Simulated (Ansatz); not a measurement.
## One input, then a changed one: KBr (CsCl type)

First run: DFT, LDA, all-electron LAPW, scalar-relativistic (Ansatz 0.2.0).

Command: `ansatz run input.yaml --threads 1 --pin off --max-ram 2048MiB --backend cpu --events-out ev --progress --plain --runs-dir out` It took 8.7 s on 1 thread of Arm Neoverse V1 (shared host), peak memory 0.29 GiB.

```yaml
crystal:
  lattice:
    - [3.3976943522, 0.0, 0.0]
    - [0.0, 3.3976943522, 0.0]
    - [0.0, 0.0, 3.3976943522]
  atoms:
    - { symbol: K, position: [0.0, 0.0, 0.0] }
    - { symbol: Br, position: [0.5, 0.5, 0.5] }
kpoints:
  mp_grid: { grid: [11, 11, 11] }
scf:
  occupations: { method: fermi_dirac, width: 0.1 }
hamiltonian:
  xc: lda
  pseudopotentials: { kind: all_electron, lapw: { basis_error: 0.001 } }
output:
  forces: true
  stress: true
  eigenvalues: true
  populations: true
```

The cell comes from a relaxation on PAW files under the same functional, begun from a prototype that needn't be the stable phase.

This run: volume at 0.7 of the series' base cell.

It converges in 8 SCF iterations at a pressure of 20.7 GPa.

The input is then changed:

```diff
 kpoints:
-  mp_grid: { grid: [11, 11, 11] }
+  mp_grid: { grid: [4, 4, 4] }
 scf:
-  occupations: { method: fermi_dirac, width: 0.1 }
+  occupations: { method: fermi_dirac, width: 0.005 }
+  n_extra_bands: 32
 hamiltonian:
```

Q: What does the second run give?

A: It converges in 7 SCF iterations at a pressure of 21.0 GPa, free energy +12.3 meV/atom against the first run's. More than one line changes, and not each need have an effect. Some of the changed settings are coarser than converged work would use. Results part of its log:
```
SCF 1 converged in 7 iterations: F = -87181.802967 eV  dr2 = 1.50e-9
SCF converged after 7 iterations
Free energy (F): -87181.802967 eV
Harris-Foulkes:  -87181.802967 eV  (|F-HF|=8.44e-10)
Internal energy: -87181.802967 eV  (E = F + TS)
E sigma→0 (E₀):  -87181.802967 eV
Fermi energy:    11.823852 eV
--- Per-component energies (eV) ---
  E_band       = -3460.534629
  E_kinetic    = 89053.259975
  E_xc         = -3294.014456
  E_electrostatic = -172941.048486  (all electrons and nuclei)
  E_smearing   = -0.000000  (= −TS)
  E_closure    = 0.000000  (closes the sum)
[... lines left out ...]
       20.960767       0.000000       0.000000
        0.000000      20.960767       0.000000
        0.000000       0.000000      20.960767
  P = ⅓ Tr σ = 20.9608 GPa (209.608 kbar)
--- Band table (eV; the first three rows and the last of 10) ---
  k-point 0: bands = ["-262.8868", "-262.8868", "-262.8868", "-219.7838", "-155.7976", "-155.7976", "-155.7976", "-49.6724", "-49.6724", "-49.6724", "-49.6705", "-49.6705", "-18.5768", "-4.7229", "-2.0631", "-2.0631", "-2.0631", "9.3452", "9.3452", "9.3452", "13.9012", "13.9012", "15.8184", "19.9109", "19.9109", "19.9109", "23.5916", "23.5916", "28.7469", "28.7469", "28.7469", "29.3769", "29.3769", "29.3769", "29.4018", "29.4018", "29.4018", "36.8129", "36.8129", "37.7886", "38.6734", "45.7972", "45.7972", "45.7972", "48.7067", "48.7067", "48.7067", "49.1611", "49.1611", "51.8837", "51.8837", "51.8837"]
  k-point 1: bands = ["-262.8868", "-262.8868", "-262.8868", "-219.7838", "-155.7976", "-155.7976", "-155.7976", "-49.6725", "-49.6725", "-49.6724", "-49.6705", "-49.6701", "-18.5229", "-4.9998", "-1.9919", "-1.9919", "-1.7860", "7.1498", "9.1825", "9.1825", "14.5952", "16.0114", "18.0250", "19.9378", "19.9378", "20.2912", "20.7024", "24.6311", "24.6311", "24.9168", "27.1616", "27.8154", "31.0583", "31.0583", "31.4535", "33.9790", "35.4366", "35.4366", "38.4378", "39.1612", "39.7951", "42.5411", "43.1887", "43.1887", "47.6377", "48.4930", "48.4930", "48.5865", "49.4665", "51.6563", "51.6563", "53.3375"]
  k-point 2: bands = ["-262.8868", "-262.8868", "-262.8868", "-219.7838", "-155.7976", "-155.7976", "-155.7976", "-49.6726", "-49.6726", "-49.6724", "-49.6705", "-49.6697", "-18.4678", "-5.2794", "-1.9187", "-1.9187", "-1.4160", "5.6130", "9.0089", "9.0089", "15.9630", "18.0717", "18.4599", "19.8400", "20.6622", "20.6622", "20.7756", "22.0746", "22.0746", "23.9958", "26.4516", "29.7750", "31.3197", "32.3390", "32.8031", "34.5163", "34.5163", "39.0715", "39.0715", "41.4938", "42.0857", "42.0857", "42.7420", "43.8511", "43.8511", "46.2269", "46.4333", "48.8733", "50.6013", "50.8881", "51.0651", "51.0651"]
  k-point 9: bands = ["-262.8868", "-262.8868", "-262.8868", "-219.7838", "-155.7976", "-155.7976", "-155.7976", "-49.6728", "-49.6728", "-49.6728", "-49.6693", "-49.6693", "-18.3007", "-3.3987", "-2.5564", "-2.5564", "-2.5564", "6.2320", "6.2320", "6.2320", "18.1950", "18.1950", "18.1950", "21.2688", "21.2688", "21.2688", "22.4556", "22.4556", "26.6225", "30.7438", "30.7438", "31.4179", "31.4179", "31.4179", "34.4496", "34.6105", "34.6105", "34.6105", "38.1404", "38.1404", "38.1404", "38.5937", "38.5937", "38.5937", "42.4637", "42.4637", "42.4637", "46.5173", "46.5173", "46.5173", "51.8113", "51.8113"]
--- Löwdin populations: 2 sites ---
  site symbol       q [e]
     0      K     18.2567
     1     Br     35.6315
  spilling = 0.002071 (of n_electrons = 54.000000)
```
